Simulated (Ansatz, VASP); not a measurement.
AlN in VASP and in Ansatz

```
Al N
1.0
     3.31372    0.00000    0.00000
    -1.65686    2.86977    0.00000
     0.00000    0.00000    4.18650
Al N
2 2
Direct
  0.33333 0.66667 0.75000
  0.66667 0.33333 0.25000
  0.33333 0.66667 0.25000
  0.66667 0.33333 0.75000
```

Measurements of this composition are mostly on another form, of space group No. 186.

Alike in both runs: functional PBE; k mesh 9 × 9 × 6; occupations gaussian, width 0.02 eV; no spin polarisation.

Ansatz relaxed the structure, and its values are those at the end. VASP's run is a single point on that final structure, the one shown.

|  | VASP | Ansatz |
| --- | --- | --- |
| version | VASP 6.6.1 | Ansatz 0.2.0 |
| potentials or method | VASP PAW PBE potentials, release 64 (Al, N) | scalar-relativistic, plane waves, PAW |
| plane-wave cutoff (eV) | 520 | 420 |
| valence electrons in the cell | 16 | 16 |

Ansatz gave:

* gap on the k mesh at the Fermi level (eV): 3.26
* least direct gap on the mesh (eV): 3.26
* pressure (GPa): 0.0

Question: What did VASP give for the same quantities?

Answer: gap on the k mesh at the Fermi level (eV): 3.27; least direct gap on the mesh (eV): 3.27; pressure (GPa): -0.2.

With one functional, cell and mesh, what is left measures potentials, basis and numerics.

Expect the measured gap to be larger: semilocal functionals such as PBE lack the derivative discontinuity.
